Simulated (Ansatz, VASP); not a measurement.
# Sn19H15 (Sn wire along [111], 38 atoms a period, H-terminated): VASP beside Ansatz

Wanted: the spread between two codes on one cell, functional and k mesh. The structure shown is the start of the Ansatz relaxation below; VASP solves that cell, so the two are compared at the walk's first step.

Main program and level: Ansatz 0.2.0; plane waves, with VASP 6.6.1 beside it; single point at PBE.

### Step 1. The structure

The cell holds 68 atoms: 38 Sn and 30 H. Cell: a = 19.062 Å, b = 20.959 Å, c = 11.518 Å, α = 90.0°, β = 90.0°, γ = 90.0°. Vacuum lies along a and b. The structure's axis is c.

### Step 2. Ansatz: relaxation, PBE

Ansatz runs on its PAW soft_1 files.

The two programs are compared at the cell with which this relaxation starts, whose forces are those of its first step.

Contents of input.yaml:

```yaml
crystal:
  lattice:
    - [19.062, 0.0, 0.0]
    - [0.0, 20.959, 0.0]
    - [0.0, 0.0, 11.5181378703]
  atoms:
    - { symbol: Sn, position: [0.253324363, 0.500005634, 0.0] }
    - { symbol: Sn, position: [0.376665568, 0.694302914, 0.0] }
    - { symbol: Sn, position: [0.500006773, 0.500005634, 0.0] }
    - { symbol: Sn, position: [0.623347978, 0.694302914, 0.0] }
    - { symbol: Sn, position: [0.253324363, 0.500005634, 0.25] }
    - { symbol: Sn, position: [0.376665568, 0.305708354, 0.25] }
    - { symbol: Sn, position: [0.376665568, 0.694302914, 0.25] }
    - { symbol: Sn, position: [0.500006773, 0.500005634, 0.25] }
    - { symbol: Sn, position: [0.623347978, 0.305708354, 0.25] }
    - { symbol: Sn, position: [0.623347978, 0.694302914, 0.25] }
    - { symbol: Sn, position: [0.746689183, 0.500005634, 0.25] }
    - { symbol: H, position: [0.178365334, 0.668897711, 0.282688573] }
    - { symbol: H, position: [0.500006773, 0.16222148, 0.282688573] }
    - { symbol: H, position: [0.821648212, 0.668897711, 0.282688573] }
    - { symbol: H, position: [0.178365334, 0.460645077, 0.30064476] }
    - { symbol: H, position: [0.301706539, 0.266347797, 0.30064476] }
    - { symbol: H, position: [0.376665568, 0.773024028, 0.30064476] }
    - { symbol: H, position: [0.623347978, 0.773024028, 0.30064476] }
    - { symbol: H, position: [0.698307007, 0.266347797, 0.30064476] }
    - { symbol: H, position: [0.821648212, 0.460645077, 0.30064476] }
    - { symbol: Sn, position: [0.253324363, 0.629537154, 0.333333333] }
    - { symbol: Sn, position: [0.376665568, 0.435239874, 0.333333333] }
    - { symbol: Sn, position: [0.500006773, 0.629537154, 0.333333333] }
    - { symbol: Sn, position: [0.500006773, 0.240942594, 0.333333333] }
    - { symbol: Sn, position: [0.623347978, 0.435239874, 0.333333333] }
    - { symbol: Sn, position: [0.746689183, 0.629537154, 0.333333333] }
    - { symbol: Sn, position: [0.253324363, 0.629537154, 0.583333333] }
    - { symbol: Sn, position: [0.376665568, 0.435239874, 0.583333333] }
    - { symbol: Sn, position: [0.500006773, 0.629537154, 0.583333333] }
    - { symbol: Sn, position: [0.500006773, 0.240942594, 0.583333333] }
    - { symbol: Sn, position: [0.623347978, 0.435239874, 0.583333333] }
    - { symbol: Sn, position: [0.746689183, 0.629537154, 0.583333333] }
    - { symbol: H, position: [0.178365334, 0.409834671, 0.616021906] }
    - { symbol: H, position: [0.253324363, 0.291753, 0.616021906] }
    - { symbol: H, position: [0.425047744, 0.798429231, 0.616021906] }
    - { symbol: H, position: [0.574965803, 0.798429231, 0.616021906] }
    - { symbol: H, position: [0.746689183, 0.291753, 0.616021906] }
    - { symbol: H, position: [0.821648212, 0.409834671, 0.616021906] }
    - { symbol: H, position: [0.178365334, 0.590176597, 0.633978094] }
    - { symbol: H, position: [0.253324363, 0.708258268, 0.633978094] }
    - { symbol: H, position: [0.425047744, 0.201582037, 0.633978094] }
    - { symbol: H, position: [0.574965803, 0.201582037, 0.633978094] }
    - { symbol: H, position: [0.746689183, 0.708258268, 0.633978094] }
    - { symbol: H, position: [0.821648212, 0.590176597, 0.633978094] }
    - { symbol: Sn, position: [0.253324363, 0.370474114, 0.666666667] }
    - { symbol: Sn, position: [0.376665568, 0.564771394, 0.666666667] }
    - { symbol: Sn, position: [0.500006773, 0.370474114, 0.666666667] }
    - { symbol: Sn, position: [0.500006773, 0.759068675, 0.666666667] }
    - { symbol: Sn, position: [0.623347978, 0.564771394, 0.666666667] }
    - { symbol: Sn, position: [0.746689183, 0.370474114, 0.666666667] }
    - { symbol: Sn, position: [0.253324363, 0.370474114, 0.916666667] }
    - { symbol: Sn, position: [0.376665568, 0.564771394, 0.916666667] }
    - { symbol: Sn, position: [0.500006773, 0.370474114, 0.916666667] }
    - { symbol: Sn, position: [0.500006773, 0.759068675, 0.916666667] }
    - { symbol: Sn, position: [0.623347978, 0.564771394, 0.916666667] }
    - { symbol: Sn, position: [0.746689183, 0.370474114, 0.916666667] }
    - { symbol: H, position: [0.178365334, 0.539366191, 0.94935524] }
    - { symbol: H, position: [0.301706539, 0.733663471, 0.94935524] }
    - { symbol: H, position: [0.376665568, 0.22698724, 0.94935524] }
    - { symbol: H, position: [0.623347978, 0.22698724, 0.94935524] }
    - { symbol: H, position: [0.698307007, 0.733663471, 0.94935524] }
    - { symbol: H, position: [0.821648212, 0.539366191, 0.94935524] }
    - { symbol: H, position: [0.178365334, 0.331113557, 0.967311427] }
    - { symbol: H, position: [0.500006773, 0.837789788, 0.967311427] }
    - { symbol: H, position: [0.821648212, 0.331113557, 0.967311427] }
    - { symbol: Sn, position: [0.376665568, 0.305708354, 0.0] }
    - { symbol: Sn, position: [0.623347978, 0.305708354, 0.0] }
    - { symbol: Sn, position: [0.746689183, 0.500005634, 0.0] }
kpoints:
  mp_grid: { grid: [1, 1, 7] }
scf:
  occupations: { method: fermi_dirac, width: 0.05 }
hamiltonian:
  xc: pbe
  pseudopotentials: { kind: paw, azcp: { folder: soft_1 } }
relax:
  cell: { fix: [a, b, alpha, beta, gamma] }
  max_steps: 45
  f_tol: 0.03
```

Run with:

```bash
ansatz run input.yaml --threads 16 --pin off --max-ram 61440MiB --backend cuda --events-out ev --progress --plain --runs-dir out --max-vram 78GiB
```

Numbers of over 12 decimals in the logs are rounded to 6 here.

Log:

```text
Engine: ansatz 0.2.0, aarch64-unknown-linux-gnu
Pseudopotentials: kind: paw
Pseudopotential: Sn, paw, valence charge 14, recommended cutoff 420 eV (normal), soft_1/Sn.paw.azcp
Pseudopotential: H, paw, valence charge 1, recommended cutoff 420 eV (normal), soft_1/H.paw.azcp
Functional definition: PBE
  parameter kappa = 0.804
  parameter beta = 0.066725
  exchange = pbe_x(kappa = kappa, mu = beta*pi^2/3)
  correlation = pbe_c(beta = beta)
[...]
Crystal: 68 atoms, lattice volume = 4601.732 Å³
Basis set: ecut = 420 eV, 89847 PW (Γ), exchange–correlation on 256×288×160 points (8 copies of the dense FFT grid, shifted against one another)
Bands: 349, of which v1, the nominal top of the filled ones, is band 281 counted from 1 (280 counted from 0)
Symmetry: 4 space group operations
Space group: P2/m (ITA 10), of the structure as read, at distance tolerance 1.7e-4 Å
k-points: 4 of 7
Non-local potential: Sn, projectors of the file, l = 0: 2, l = 1: 2, l = 2: 2, l = 3: 1
Non-local potential: H, projectors of the file, l = 0: 2, l = 1: 1
PAW form: soft (Blöchl's): semilocal exchange-correlation on the pseudo side does not see the compensation charge
PAW one-centre angular grid: Sn, 590 points (default); XC on 64 Gauss nodes
PAW one-centre angular grid: H, 110 points (default); XC on 64 Gauss nodes
Initial density: superposition of atomic densities (neutral atoms: chi_scale 0, normalization atom)
Initial wavefunctions: pseudopotential atomic-orbital guess
[...]
Functional: x = pbe(κ = 0.804, μ = 0.219515), c = pbe(β = 0.066725)
SCF iter   1: F=—  HF=-229394.375334 eV  |F-HF|=—  |Δ(HF+E_count)|=         —  Δρ=2.53e-2  dr2=3.12e1  ethr=3.10e-3  ⟨swp⟩=6.8  Hψ=6172  notcnv=0  defer=78
preconditioner: auto → Resta (q_TF=auto, 1.922 Å⁻¹)  ε∞=1.9  [insulator: Δε(μ)=0.805 eV  Ē_g=7.691 eV  σ=0.050 eV  W_gap=1.00  n_scr=564 (ndim 8)  ℏωp=7.4 eV  f_vac=0.574  D(μ)=0.00/eV (n_scr^D=0)  ε∞_Penn≈1.9  vacuum switching on, ρ_ref=4.3e-3 e/Å³]
SCF iter   2: F=—  HF=-229387.205158 eV  |F-HF|=—  |Δ(HF+E_count)|=    7.17e0  Δρ=9.65e-3  dr2=6.84e0  ethr=3.10e-3  ⟨swp⟩=3.0  Hψ=1986  notcnv=0  defer=219
[...]
SCF iter  11: F=-229385.793873 eV  HF=-229385.793873 eV  |F-HF|=4.89e-9  |Δ(HF+E_count)|=   1.03e-6  Δρ=7.48e-7  dr2=7.30e-8  ethr=1.78e-11  ⟨swp⟩=5.0  Hψ=4383  notcnv=0
SCF 1 converged in 11 iterations: F = -229385.793873 eV  dr2 = 7.30e-8
  greatest PAW one-centre occupation: 0.991 electrons in one spin orbital (limit 2), on the Sn atom at site 44 (counted from 0), in its partial waves of l = 2
relax step   1: F+E_penalty+E_count = -229385.79387309 eV  Δ(F+E_penalty+E_count) = +0.000e0 eV  max|allowed force component| = 1.989e-1 eV/Å  Δτ_max = 0.0000 Å  P = -0.363 GPa  Ω = 4601.732 Å³  fix = [a, b, alpha, beta, gamma]  reactions: a -0.409, b -0.410 GPa; alpha -0.000 GPa/rad  (11 SCF iters, dr2 threshold 1.00e-7 eV, accepted)
[...]
relax step   2: F+E_penalty+E_count = -229384.85257402 eV  Δ(F+E_penalty+E_count) = +9.413e-1 eV  max|allowed force component| = 1.064e0 eV/Å  Δτ_max = 0.1945 Å  P = +0.504 GPa  Ω = 4566.738 Å³  energy of the carried Pulay correction = +2.597e-3 eV  fix = [a, b, alpha, beta, gamma]  (8 SCF iters, dr2 threshold 2.47e-6 eV, rejected (line search))
[...]
relax step   3: F+E_penalty+E_count = -229386.00945931 eV  Δ(F+E_penalty+E_count) = -2.156e-1 eV  max|allowed force component| = 7.128e-2 eV/Å  Δτ_max = 0.0666 Å  P = -0.073 GPa  Ω = 4598.734 Å³  energy of the carried Pulay correction = +2.217e-4 eV  fix = [a, b, alpha, beta, gamma]  reactions: a -0.083, b -0.085 GPa; alpha +0.000 GPa/rad  (13 SCF iters, accepted)
[...]
relax step   4: F+E_penalty+E_count = -229386.01698015 eV  Δ(F+E_penalty+E_count) = -7.521e-3 eV  max|allowed force component| = 2.310e-2 eV/Å  Δτ_max = 0.0345 Å  P = -0.032 GPa  Ω = 4606.889 Å³  energy of the carried Pulay correction = -3.811e-4 eV  fix = [a, b, alpha, beta, gamma]  reactions: a -0.037, b -0.038 GPa; alpha +0.000 GPa/rad  (7 SCF iters, dr2 threshold 3.18e-7 eV, accepted)
[...]
relax step   5: F+E_penalty+E_count = -229386.01732418 eV  Δ(F+E_penalty+E_count) = -3.440e-4 eV  max|allowed force component| = 2.310e-2 eV/Å  Δτ_max = 0.0000 Å  P = -0.032 GPa  Ω = 4606.889 Å³  fix = [a, b, alpha, beta, gamma]  reactions: a -0.037, b -0.038 GPa; alpha +0.000 GPa/rad  stress off target by 2.19e-2 GPa on what of the cell is left free  SCF on the basis re-selected at this cell (its energy is not comparable with the rows above)  (6 SCF iters)
[...]
- { symbol: Sn, position: [0.743319, 0.501213, 0.248341] }
    - { symbol: H, position: [0.181323, 0.667325, 0.283715] }
    - { symbol: H, position: [0.500000, 0.165321, 0.283709] }
    - { symbol: H, position: [0.818677, 0.667325, 0.283715] }
    - { symbol: H, position: [0.181822, 0.462049, 0.297622] }
    - { symbol: H, position: [0.304763, 0.268366, 0.297643] }
    - { symbol: H, position: [0.377061, 0.769593, 0.297648] }
    - { symbol: H, position: [0.622939, 0.769593, 0.297648] }
    - { symbol: H, position: [0.695237, 0.268366, 0.297643] }
    - { symbol: H, position: [0.818178, 0.462049, 0.297622] }
    - { symbol: Sn, position: [0.255947, 0.628156, 0.334407] }
    - { symbol: Sn, position: [0.377368, 0.435600, 0.333633] }
    - { symbol: Sn, position: [0.500000, 0.628790, 0.333627] }
    - { symbol: Sn, position: [0.500000, 0.243678, 0.334412] }
    - { symbol: Sn, position: [0.622632, 0.435600, 0.333633] }
    - { symbol: Sn, position: [0.744053, 0.628156, 0.334407] }
    - { symbol: Sn, position: [0.256159, 0.628045, 0.580585] }
    - { symbol: Sn, position: [0.377580, 0.435717, 0.582967] }
    - { symbol: Sn, position: [0.500000, 0.628566, 0.582964] }
    - { symbol: Sn, position: [0.500000, 0.243913, 0.580594] }
    - { symbol: Sn, position: [0.622420, 0.435717, 0.582967] }
    - { symbol: Sn, position: [0.743841, 0.628045, 0.580585] }
    - { symbol: H, position: [0.180815, 0.409067, 0.618977] }
    - { symbol: H, position: [0.253834, 0.294057, 0.618962] }
    - { symbol: H, position: [0.426990, 0.796867, 0.618938] }
    - { symbol: H, position: [0.573010, 0.796867, 0.618938] }
    - { symbol: H, position: [0.746166, 0.294057, 0.618962] }
    - { symbol: H, position: [0.819185, 0.409067, 0.618977] }
    - { symbol: H, position: [0.180815, 0.590933, 0.631023] }
    - { symbol: H, position: [0.253834, 0.705943, 0.631038] }
    - { symbol: H, position: [0.426990, 0.203133, 0.631062] }
    - { symbol: H, position: [0.573010, 0.203133, 0.631062] }
    - { symbol: H, position: [0.746166, 0.705943, 0.631038] }
    - { symbol: H, position: [0.819185, 0.590933, 0.631023] }
    - { symbol: Sn, position: [0.256159, 0.371955, 0.669415] }
    - { symbol: Sn, position: [0.377580, 0.564283, 0.667033] }
    - { symbol: Sn, position: [0.500000, 0.371434, 0.667036] }
    - { symbol: Sn, position: [0.500000, 0.756087, 0.669406] }
    - { symbol: Sn, position: [0.622420, 0.564283, 0.667033] }
    - { symbol: Sn, position: [0.743841, 0.371955, 0.669415] }
    - { symbol: Sn, position: [0.255947, 0.371844, 0.915593] }
    - { symbol: Sn, position: [0.377368, 0.564400, 0.916367] }
    - { symbol: Sn, position: [0.500000, 0.371210, 0.916373] }
    - { symbol: Sn, position: [0.500000, 0.756322, 0.915588] }
    - { symbol: Sn, position: [0.622632, 0.564400, 0.916367] }
    - { symbol: Sn, position: [0.744053, 0.371844, 0.915593] }
    - { symbol: H, position: [0.181822, 0.537951, 0.952378] }
    - { symbol: H, position: [0.304763, 0.731634, 0.952357] }
    - { symbol: H, position: [0.377061, 0.230407, 0.952352] }
    - { symbol: H, position: [0.622939, 0.230407, 0.952352] }
    - { symbol: H, position: [0.695237, 0.731634, 0.952357] }
    - { symbol: H, position: [0.818178, 0.537951, 0.952378] }
    - { symbol: H, position: [0.181323, 0.332675, 0.966285] }
    - { symbol: H, position: [0.500000, 0.834679, 0.966291] }
    - { symbol: H, position: [0.818677, 0.332675, 0.966285] }
    - { symbol: Sn, position: [0.377184, 0.308946, 0.00166397] }
    - { symbol: Sn, position: [0.622816, 0.308946, 0.00166397] }
    - { symbol: Sn, position: [0.743319, 0.498787, 0.00165941] }
```

The column dr2 measures how far the density is from self-consistency, as an energy; F and HF (Harris–Foulkes) agree once it is small.

(Continued in part 2 of 2.)

[Lines on the potential files, build, host, timing and source positions are cut from VASP's logs without a mark.]

[Logs are printed without paths, hosts, clocks, repeated set-up lines and the standing remarks that a program may print on its own settings, such as how far it seeks lower states.]

[Hosts, paths, dates, database ids (printed as entryN), source tags and the programs' standing remarks are cut or masked in the printed files.]
